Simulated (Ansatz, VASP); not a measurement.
## Two plane-wave programs on WSe2

```
W Se
1.0
     3.22672    0.00000    0.00000
    -1.61336    2.79442    0.00000
     0.00000    0.00000   16.66114
W Se
1 2
Cartesian
  0.0000 0.0000 -0.0172
  0.0000 1.8629 1.6928
  0.0000 1.8629 15.0084
```

Change from the starting cell: mode 9 frozen in at -0.020 Å, equal normal strain along x and y -0.0133.

Alike in both runs: task single point; functional PBEsol; k mesh 9 × 9 × 2; occupations gaussian, width 0.05 eV; no spin polarisation.

|  | VASP | Ansatz |
| --- | --- | --- |
| version | VASP 6.6.1 | Ansatz 0.2.0 |
| potentials or method | VASP PAW PBE potentials, release 64 (W_sv, Se) | scalar-relativistic, plane waves, PAW |
| plane-wave cutoff (eV) | 520 | 420 |
| valence electrons in the cell | 26 | 46 |

```tsv
	VASP	Ansatz	Ansatz less VASP
gap on the k mesh at the Fermi level (eV)	1.75	1.75	-0.002
least direct gap on the mesh (eV)	1.84	1.85	+0.004
rms of the force components (eV/Å)	0.520	0.505	-0.0145
```

Atom by atom the forces differ by 0.032 eV/Å (rms over components). With one functional, cell and mesh, what is left measures potentials, basis and numerics. The two sets of potentials don't hold the same shells in valence. Ansatz warned: «pseudo_functional_mismatch».

Caveats: the PAW data sets were made with another functional, which shifts forces and pressure a little (VASP); spin-orbit coupling is left out, which moves the levels of the heavy elements.
